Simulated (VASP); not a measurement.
# Al2Cu (Khatyrkite) (I4/mcm) in VASP: notebook, part 2 of 2

VASP 6.6.1. The steps go on from the part before.

## Step 3: Relaxation of cell and atoms, r2SCAN

This run uses another cell than the first one, of 14.37 Å³/atom, 0.961 times its volume.

File INCAR:

```
SYSTEM = Al2Cu
ALGO = Normal ; EDIFF = 1E-7
EDIFFG = -0.005 ; ENCUT = 600
IBRION = 2 ; ISIF = 3
ISMEAR = 1 ; KPAR = 2
LASPH = .TRUE. ; LCHARG = .FALSE.
LMIXTAU = .TRUE. ; LREAL = .FALSE.
LWAVE = .FALSE. ; METAGGA = R2SCAN
NELM = 80 ; NSW = 90
PREC = Accurate ; SIGMA = 0.1
```

File KPOINTS:

```
k-points
0
G
  10 10 10
  0 0 0
```

File POSCAR:

```
Al2Cu                                   
1.0
   -2.9921755299      2.9921755299      2.4082103895
    2.9921755299     -2.9921755299      2.4082103895
    2.9921755299      2.9921755299     -2.4082103895
  Al              Cu            
     4     2
Direct
     0.6594592258001398    0.1594592258001399    0.8189184516002870
     0.1594592258001399    0.3405407741998601    0.5000000000000000
     0.3405407741998601    0.8405407741998602    0.1810815483997132
     0.8405407741998602    0.6594592258001398    0.5000000000000000
     0.2500000000000000    0.2500000000000000    1.0000000000000000
     0.7500000000000000    0.7500000000000000    1.0000000000000000
```

Potentials or basis: VASP PAW PBE potentials, release 64 (Al, Cu).

The run is started by

```
$ cat potpaw_PBE.64/Al/POTCAR potpaw_PBE.64/Cu/POTCAR > POTCAR
$ mpirun -np 2 vasp_std > vasp.out
```

OUTCAR:

```text
SYSTEM = Al2Cu
   EDIFF = 1E-7
   EDIFFG = -0.005
   ENCUT = 600
   IBRION = 2
   ISIF = 3
   ISMEAR = 1
   LASPH = .TRUE.
   LREAL = .FALSE.
   METAGGA = R2SCAN
   NELM = 80
   NSW = 90
   PREC = Accurate

 ion  position               nearest neighbor table
   1  0.659  0.159  0.819-   5 2.55   6 2.55   5 2.55   6 2.55   3 2.70   3 2.85   3 2.85   2 3.07
                             4 3.07   4 3.07   2 3.07   2 3.18   4 3.18   4 3.18   2 3.18
   2  0.159  0.341  0.500-   6 2.55   5 2.55   5 2.55   6 2.55   4 2.70   4 2.85   4 2.85   1 3.07
                             3 3.07   1 3.07   3 3.07   1 3.18   3 3.18   3 3.18   1 3.18
   3  0.341  0.841  0.181-   5 2.55   6 2.55   5 2.55   6 2.55   1 2.70   1 2.85   1 2.85   4 3.07
                             2 3.07   2 3.07   4 3.07   4 3.18   2 3.18   4 3.18   2 3.18
   4  0.841  0.659  0.500-   5 2.55   6 2.55   6 2.55   5 2.55   2 2.70   2 2.85   2 2.85   1 3.07
                             3 3.07   1 3.07   3 3.07   1 3.18   3 3.18   1 3.18   3 3.18
   5  0.250  0.250  0.000-   6 2.41   6 2.41   1 2.55   3 2.55   1 2.55   3 2.55   2 2.55   4 2.55
                             4 2.55   2 2.55
   6  0.750  0.750  0.000-   5 2.41   5 2.41   1 2.55   3 2.55   1 2.55   3 2.55   4 2.55   4 2.55
                             2 2.55   2 2.55

  LATTYP: Found a body centered tetragonal cell.
 ALAT       =     5.9843510598
 C/A-ratio  =     0.8048359347

  Lattice vectors:

 A1 = (  -2.9921755299,   2.9921755299,   2.4082103895)
 A2 = (   2.9921755299,  -2.9921755299,   2.4082103895)
 A3 = (   2.9921755299,   2.9921755299,  -2.4082103895)

Analysis of symmetry for initial positions (statically):
=====================================================================
 Subroutine PRICEL returns:
 Original cell was already a primitive cell.

 Routine SETGRP: Setting up the symmetry group for a
 body centered tetragonal supercell.

 Subroutine GETGRP returns: Found 16 space group operations
 (whereof  8 operations were pure point group operations)
 out of a pool of 16 trial point group operations.

The static configuration has the point symmetry C_4h.
 The point group associated with its full space group is D_4h.

Analysis of symmetry for dynamics (positions and initial velocities):
=====================================================================
 Subroutine PRICEL returns:
 Original cell was already a primitive cell.

 Routine SETGRP: Setting up the symmetry group for a
 body centered tetragonal supercell.

 Subroutine GETGRP returns: Found 16 space group operations
 (whereof  8 operations were pure point group operations)
 out of a pool of 16 trial point group operations.

The dynamic configuration has the point symmetry C_4h.
 The point group associated with its full space group is D_4h.

 Subroutine INISYM returns: Found 16 space group operations
 (whereof  8 operations are pure point group operations),
 and found     1 'primitive' translations

----------------------------------------------------------------------------------------

                                     Primitive cell

  volume of cell :      86.2439

  direct lattice vectors                    reciprocal lattice vectors
    -2.992175530  2.992175530  2.408210390     0.000000000  0.167102496  0.207623056
[... 56 lines left out ...]
  0.500000 -0.000000  0.000000      4.000000
[... 16 lines left out ...]
  0.300000  0.300000  0.000000      8.000000
  0.400000  0.300000  0.000000     16.000000
 [... further k-points ...]
   k-points           NKPTS =    102   k-points in BZ     NKDIM =    102   number of bands    NBANDS=     21
   number of dos      NEDOS =    301   number of ions     NIONS =      6
   total plane-waves  NPLWV =  64000
   dimension x,y,z NGX =    40 NGY =   40 NGZ =   40
   dimension x,y,z NGXF=    80 NGYF=   80 NGZF=   80
   ions per type =               4   2
   NGX,Y,Z   is equivalent  to a cutoff of  13.66, 13.66, 13.66 a.u.
   NGXF,Y,Z  is equivalent  to a cutoff of  27.32, 27.32, 27.32 a.u.
 SYSTEM =  Al2Cu
   PREC   = accura    normal or accurate (medium, high low for compatibility)
   ISTART =      0    job   : 0-new  1-cont  2-samecut
   ICHARG =      2    charge: 1-file 2-atom 10-const
   ISPIN  =      1    spin polarized calculation?
   LNONCOLLINEAR =      F non collinear calculations
   LSORBIT =      F    spin-orbit coupling
   LASPH  =      T    aspherical Exc in radial PAW
   ENCUT  =  600.0 eV  44.10 Ry    6.64 a.u.   9.72  9.72  9.72*2*pi/ulx,y,z
   NELM   =     80;   NELMIN=  2; NELMDL= -5     # of ELM steps
   EDIFF  = 0.1E-06   stopping-criterion for ELM
   LREAL  =      F    real-space projection
   EDIFFG = -.5E-02   stopping-criterion for IOM
   NSW    =     90    number of steps for IOM
   IBRION =      2    ionic relax: 0-MD 1-quasi-New 2-CG
   NFREE  =      1    steps in history (QN), initial steepest desc. (CG)
   ISIF   =      3    stress and relaxation
   ISYM   =      2    0-nonsym 1-usesym 2-fastsym
   POTIM  = 0.5000    time-step for ionic-motion
   TEBEG  =    0.0;   TEEND  =   0.0 temperature during run
   PSTRESS=    0.0 pullay stress
   NELECT =      34.0000    total number of electrons
   NUPDOWN=      -1.0000    fix difference up-down
   EMIN   =  10.00;   EMAX   =-10.00  energy-range for DOS
   EFERMI =   0.00;   METHOD = LEGACY
   ISMEAR =     1;   SIGMA  =   0.10  broadening in eV -4-tet -1-fermi 0-gaus
   EFERMI_NEDOS =   21; number of points for ismear=-14 and -15
   IALGO  =     38    algorithm
   IMIX   =      4    mixing-type and parameters
     AMIX     =   0.40;   BMIX     =  1.00
     AMIX_MAG =   1.60;   BMIX_MAG =  1.00
  volume/ion in A,a.u.               =      14.37        97.00
  Fermi-wavevector in a.u.,A,eV,Ry     =   1.200397  2.268422 19.605360  1.440953
  Thomas-Fermi vector in A             =   2.336234
   LORBIT       =      0    0 simple, 1 ext, 2 COOP (PROOUT), +10 PAW based schemes
   METAGGA = R2SCAN    functional components
   LHFCALC =     F    Hartree Fock is set to
   AEXX    =    0.0000 exact exchange contribution
   IVDW    =     0    specifies the selected vdW correction
   LEPSILON=     F    determine dielectric tensor
   LRPA    =     F    only Hartree local field effects (RPA)
 conjugate gradient relaxation of ions
 non-spin polarized calculation
 Methfessel and Paxton  Order N= 1 SIGMA  =   0.10
  energy-cutoff  :      600.00
  volume of cell :       86.24
 maximum number of plane-waves:      2909
   NGX = 19   NGY = 19   NGZ = 19

--------------------------------------- Ionic step        1  -------------------------------------------

 number of electron      34.0000003 magnetization

 Free energy of the ion-electron system (eV)
  ---------------------------------------------------
  ext. energy  EPLUGINS =         0.00000000
  ---------------------------------------------------
  free energy    TOTEN  =       -49.54928123 eV

  energy without entropy =      -49.54808109  energy(sigma->0) =      -49.54888118

------------------------ aborting loop because EDIFF is reached ----------------------------------------

  FORCE on cell =-STRESS in cart. coord.  units (eV):
  Direction    XX          YY          ZZ          XY          YZ          ZX
  --------------------------------------------------------------------------------------
  -------------------------------------------------------------------------------------
  Total        0.0394155      0.0394155      0.0395879      0.0000000      0.0000000      0.0000000
  in kB        0.7322325      0.7322325      0.7354359      0.0000000      0.0000000      0.0000000
  external PRESSURE =       0.7333003 kB  Pullay stress =       0.0000000 kB
[... 67 lines left out ...]
--------------------------------------- Ionic step        3  -------------------------------------------

 number of electron      34.0000003 magnetization

 Free energy of the ion-electron system (eV)
  ---------------------------------------------------
  ext. energy  EPLUGINS =         0.00000000
  ---------------------------------------------------
  free energy    TOTEN  =       -49.54929017 eV

  energy without entropy =      -49.54809598  energy(sigma->0) =      -49.54889210

 E-fermi :   8.3074     XC(G=0): -11.8723

 val. band max:        8.3064160518   @ k =   0.5000   0.4000   0.0000
 cond. band min:       8.3082306829   @ k =  -0.1000  -0.2000   0.1000
 fundamental gap:      0.0018146312
 Fermi energy:         8.3073911077

 k-point     1 :       0.0000    0.0000    0.0000
  band No.  band energies     occupation
      1      -3.3415      2.00000
      2       2.6020      2.00000
      3       2.8152      2.00000
      4       2.8152      2.00000
      5       2.8779      2.00000
      6       3.8023      2.00000
[... 565 lines left out ...]
     20      11.1885      0.00000
     21      11.8550      0.00000

 [... further k-points ...]
[... 5 lines left out ...]
  --------------------------------------------------------------------------------------
  -------------------------------------------------------------------------------------
  Total        0.0067855      0.0067855      0.0074419      0.0000000     -0.0000000      0.0000000
  in kB        0.1259851      0.1259851      0.1381725      0.0000000     -0.0000000      0.0000000
  external PRESSURE =       0.1300475 kB  Pullay stress =       0.0000000 kB
[... 21 lines left out ...]
  FREE ENERGIE OF THE ION-ELECTRON SYSTEM (eV)
  ---------------------------------------------------
  free  energy   TOTEN  =       -49.5492901689 eV

  energy  without entropy=      -49.5480959758  energy(sigma->0) =      -49.54889210

 reached required accuracy - stopping structural energy minimisation
```

It took 14 min on 2 MPI ranks of Intel Xeon Platinum 8488C (Sapphire Rapids), shared host; peak memory 0.38 GiB.

Results:

| Item | Value |
| --- | --- |
| Free energy | -49.5493 eV |
| Relaxed volume | 14.38 Å³/atom |
| Relaxed cell | a = 4.870 Å, b = 4.870 Å, c = 4.870 Å, α = 104.16°, β = 104.16°, γ = 120.71° |
| Space group after relaxing (to 0.05 Å) | I4/mcm (No. 140) |
| Energy gained by relaxing | 0.0 meV/atom |
| Ionic steps | 3 |
| Pressure after relaxing | 0.0 GPa |
| Band gap on the k mesh | none (metal or under the smearing width) |

Final structure:
```
Al Cu
1.0
    -2.99273    2.99273    2.40866
     2.99273   -2.99273    2.40866
     2.99273    2.99273   -2.40866
Al Cu
4 2
Direct
  0.65946 0.15946 0.81892
  0.15946 0.34054 0.50000
  0.34054 0.84054 0.18108
  0.84054 0.65946 0.50000
  0.25000 0.25000 0.00000
  0.75000 0.75000 0.00000
```

Caveat: the PAW data sets were made with another functional, which shifts forces and pressure a little.
